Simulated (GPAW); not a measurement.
The system is Os.

```
CELL_PARAMETERS angstrom
2.73410 0.00000 0.00000
-1.36705 2.36780 0.00000
0.00000 0.00000 4.31970
ATOMIC_POSITIONS crystal
Os 0.66667 0.33333 0.75000
Os 0.33333 0.66667 0.25000
```

Program: GPAW 26.7.0. Alike in all runs: cell as given; smearing fermi-dirac 0.05 eV.

Problem. Order these runs on this cell by their pressure, lowest first.
A. level PBE; potentials or basis GPAW PAW data sets (gpaw-data 1.2.1), pw; spin off; k mesh 9 × 9 × 5; cutoff (eV) 500; maxiter 80
B. level RPBE; potentials or basis the program's PAW data sets (release 1.2.1) made for this functional, pw; spin SOC, no magnetisation; k mesh 8 × 8 × 5; cutoff (eV) 600; maxiter 150; band path GMKGALHA,LM,KH; band points 80; spin axis theta (degrees) 0; spin axis phi (degrees) 0
C. level LDA; potentials or basis the program's PAW data sets (release 1.2.1) made for this functional, pw; spin SOC, no magnetisation; k mesh 8 × 8 × 5; cutoff (eV) 600; maxiter 150; band path GMKGALHA,LM,KH; band points 80; spin axis theta (degrees) 0; spin axis phi (degrees) 0
D. level PBEsol; potentials or basis PAW data sets generated in the run's folder for this functional, pw; spin SOC, no magnetisation; k mesh 8 × 8 × 5; cutoff (eV) 600; maxiter 150; band path GMKGALHA,LM,KH; band points 60; spin axis theta (degrees) 0; spin axis phi (degrees) 0

Solution. C (-13.2 GPa), D (-5.9 GPa), A (5.8 GPa), B (10.8 GPa).

Caveats: spin-orbit coupling was added after a scalar SCF, so levels and gaps hold it while energy, forces, pressure and moments don't (some runs); the cutoff is short for stress and forces, so pressures can be off by a GPa or more (some runs).
